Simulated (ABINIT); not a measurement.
Runs of ABINIT 10.8.3 (patched build) on TaSi2. It takes space group P6_222 (No. 180, hexagonal). Conventional cell: a = 4.780 Å, b = 4.780 Å, c = 6.564 Å, α = 90.00°, β = 90.00°, γ = 120.00°. Ta (site symmetry 222) is surrounded by 10 Si at 2.59 to 2.76 Å. Si (site symmetry 2) is surrounded by 5 Si at 2.59 to 2.76 Å and 5 Ta at 2.59 to 2.76 Å. 

```csv
task,level,potentials or basis,cell,k mesh,cutoff (eV),cell freedom (optcell),cutoff smearing ecutsm (Ha),optimiser (ionmov),force stop (Ha/bohr),fine-grid cutoff,gap on the mesh (eV),pressure (GPa),relaxed volume (Å³/atom),largest force (eV/Å)
relaxation of cell and atoms,PBEsol,PseudoDojo NC SR PBEsol v0.4.1 standard,relaxed,5 × 5 × 3,789,2,0.5,2,0.0001,-,none,0.0,14.31,-
single point,PBEsol,PseudoDojo NC SR PBEsol v0.4.1 standard,"atoms moved at random, drawn with an rms of 0.05 Å",7 × 7 × 4,789,-,-,-,-,-,none,-0.6,-,1.36
band structure,PBEsol,PseudoDojo NC SR PBEsol v0.4.1 standard,as given,7 × 7 × 4,789,-,-,-,-,-,none,-1.3,-,0.75
relaxation of cell and atoms,LDA,JTH PAW LDA v2.0,relaxed,7 × 7 × 4,517,2,0.5,2,0.0001,1034.03 eV,none,0.0,14.04,-
band structure,LDA,JTH PAW LDA v2.0,as given,7 × 7 × 4,517,-,-,-,-,1034.03 eV,none,-4.8,-,(b)
band structure,r2SCAN,JTH PAW PBE v2.0,as given,6 × 6 × 3,626,-,-,-,-,1224.51 eV,none,0.3,-,(a)
single point,PBEsol,PseudoDojo NC SR PBEsol v0.4.1 standard,as given,7 × 7 × 4,789,-,-,-,-,-,none,-1.3,-,0.75
```

Alike in all rows: no spin polarisation; smearing fermi-dirac 0.05 eV.

Estimate the missing entries.

(a) 0.78; (b) 0.70.

Caveats: the cell's inner coordinates are idealised or old, which leaves forces on the atoms (some runs); spin-orbit coupling is left out, which moves the levels of the heavy elements (some runs); the PAW data sets were made with another functional, which shifts forces and pressure a little (some runs).

A k mesh can miss the band edges, and the runs leave out spin-orbit coupling on Ta.

A gap of «none» marks a metal or a gap under the smearing width.

Runs at the PBE level aren't shown here.
